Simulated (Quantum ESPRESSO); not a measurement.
Runs of Quantum ESPRESSO 7.5 on WC. It takes space group Fm-3m (No. 225, cubic). Conventional cell: a = 4.385 Å, b = 4.385 Å, c = 4.385 Å, α = 90.00°, β = 90.00°, γ = 90.00°. W (site symmetry m-3m) has 6 C at 2.19 Å as nearest neighbours. Around C (site symmetry m-3m) lie 6 W at 2.19 Å. Measurements of this composition are mostly on another form, of space group No. 187.

```csv
U,gap on the mesh (eV),pressure (GPa)
W d U = 8 eV,none,(a)
W d U = 5 eV,none,-8.4
W d U = 2 eV,none,-9.1
W d U = 1 eV,none,-9.3
W d U = 4 eV,none,(b)
```

Alike in all rows: task projected density of states; level PBEsol+U; potentials or basis GBRV 1.5 PBEsol; no spin polarisation; cell as given; k mesh 10 × 10 × 10; cutoff (eV) 762; smearing fermi-dirac 0.05 eV.

Task: Fill in the values left out.

Result: (a) -7.5; (b) -8.6.

Caveats: U without spin polarisation on a metal has little footing; the U is typed as a test and isn't derived for this compound.

A k mesh can miss the band edges, and the runs leave out spin-orbit coupling on W.

A gap of «none» marks a metal or a gap under the smearing width.
